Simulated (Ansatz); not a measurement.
# Cd: strong compression

An exercise on one series of results from a longer session: the logs are not shown, and one member is left open.

Computed with Ansatz 0.2.0 (DFT, PBE, PAW with Ansatz's default frozen-core files, scalar-relativistic, unless a step's input says otherwise).

1 further run of the same task is left out (it didn't finish). Runs told in other sessions of the task aren't counted.

## The structure to begin with

It takes space group Pm-3m (No. 221, cubic). Conventional cell: a = 2.922 Å, b = 2.922 Å, c = 2.922 Å, α = 90.00°, β = 90.00°, γ = 90.00°. Around Cd (site symmetry m-3m) lie 6 Cd at 2.92 Å.

Structure file:

```
CELL_PARAMETERS angstrom
2.92224 0.00000 0.00000
0.00000 2.92224 0.00000
0.00000 0.00000 2.92224
ATOMIC_POSITIONS crystal
Cd 0.00000 0.00000 0.00000
```

Whether this phase is the stable one at these pressures isn't tested.

The first run:

input.yaml

```yaml
crystal:
  lattice:
    - [2.9222419762, 0.0, 0.0]
    - [0.0, 2.9222419762, 0.0]
    - [0.0, 0.0, 2.9222419762]
  atoms:
    - { symbol: Cd, position: [0.0, 0.0, 0.0] }
kpoints:
  mp_grid: { grid: [14, 14, 14] }
scf:
  occupations: { method: fermi_dirac, width: 0.08 }
hamiltonian:
  xc: pbe
  pseudopotentials: { kind: paw }
output:
  forces: true
  stress: true
  write_density: true
  write_potential: true
  elf: true
  volumetric_format: npy
relax:
  f_tol: 0.005
  max_steps: 40
  cell: {}
```

On the command line:

```
$ ansatz run input.yaml --threads 1 --pin off --max-ram 2048MiB --backend cpu --events-out ev --progress --plain --runs-dir out
```

Steps of the session up to this table: Cell relaxed at zero pressure, PAW; Volume scaled by 1, PAW; Volume scaled by 0.95, PAW; Volume scaled by 0.85, PAW; Volume scaled by 0.75, PAW; Volume scaled by 0.65, PAW; Volume scaled by 0.55, PAW; Volume scaled by 0.45, PAW; Volume scaled by 0.4, PAW; Volume scaled by 0.4, PAW (cutoff 250 eV).

One table of the session follows, with a row left open; its other results are not shown here.

```
             method  volume over the first  volume (Å³/atom)  pressure (GPa)
                PAW                      1            26.902            0.02
                PAW                   0.95            25.557            1.83
                PAW                   0.85            22.867            7.92
                PAW                   0.75            20.177           19.86
                PAW                   0.65                 ?               ?
                PAW                   0.55            14.796           96.34
                PAW                   0.45            12.106          219.40
                PAW                    0.4            10.761          343.58
PAW (cutoff 250 eV)                    0.4            10.761          345.26
```

**Question.** Estimate the row for PAW, 0.65.

The run gave: volume (Å³/atom): 17.487; pressure (GPa): 44.06. In the column «volume (Å³/atom)» it lies between PAW, 0.55 (14.796) and PAW, 0.75 (20.177).

To keep in mind: At pressures up to 345 GPa the PAW spheres may overlap and frozen cores may not hold, so those PAW values are rough without an all-electron check. Warnings in the runs' records: cutoff below recommended.
